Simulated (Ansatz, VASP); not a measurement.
## Mg: VASP beside Ansatz

The input INCAR:

```
ALGO     = Normal         # electronic algorithm
EDIFF    = 1E-6           # SCF threshold, eV
ENCUT    = 520            # plane-wave cutoff, eV
GGA      = CA             # functional
ISIF     = 2              # what is computed and relaxed
ISMEAR   = -1             # smearing method
LASPH    = T              # aspherical terms in the spheres
LCHARG   = F              # write CHGCAR
LREAL    = F              # projectors in reciprocal space
LWAVE    = F              # write WAVECAR
NBANDS   = 9              # bands
NELM     = 60             # most SCF steps
PREC     = Accurate       # precision mode
SIGMA    = 0.01           # smearing width, eV
```

KPOINTS

```
k-points
0
Gamma
  12 12 6
```

The input POSCAR:

```
Mg
1.0
    3.1325008903      0.0000000000      0.0000000000
   -1.5662504451      2.7128253484      0.0000000000
    0.0000000000      0.0000000000      5.0848940941
Mg
2
Direct
    0.3333333333      0.6666666667      0.2500000000
    0.6666666667      0.3333333333      0.7500000000
```

Input for Ansatz:

```yaml
crystal:
  lattice:
    - [3.1325008903, 0.0, 0.0]
    - [-1.5662504451, 2.7128253484, 0.0]
    - [0.0, 0.0, 5.0848940941]
  atoms:
    - { symbol: Mg, position: [0.3333333333, 0.6666666667, 0.25] }
    - { symbol: Mg, position: [0.6666666667, 0.3333333333, 0.75] }
hamiltonian:
  xc: lda
  pseudopotentials:
    kind: paw
    azcp:
      Mg: "pseudopotentials/Mg.paw.azcp"
basis:
  ecutwfc: 420
  fft_grid_basis: typed
kpoints:
  mp_grid: { grid: [12, 12, 6], shift: [0, 0, 0] }
magnetization:
  spin_polarized: false
scf:
  occupations: { method: fermi_dirac, width: 0.01 }
  lower_state_search: "off"
output:
  stress: true
  write_density: true
  write_potential: true
  elf: true
  volumetric_format: npy
```

Alike in both runs: task single point; functional LDA; k mesh 12 × 12 × 6; occupations fermi-dirac, width 0.01 eV; no spin polarisation.

|  | VASP | Ansatz |
| --- | --- | --- |
| version | VASP 6.6.1 | Ansatz 0.2.0 |
| potentials or method | VASP PAW LDA potentials, release 64 (Mg) | plane waves (420 eV) with PAW, scalar-relativistic |
| plane-wave cutoff (eV) | 520 | 420 |
| valence electrons in the cell | 4 | 20 |

```csv
,VASP,Ansatz,Ansatz less VASP
pressure (GPa),-0.3,0.0,+0.33
largest component of the traceless stress (GPa),0.97,0.95,-0.018
```

The two sets of potentials don't hold the same shells in valence. Ansatz warned: «pseudo_functional_mismatch».
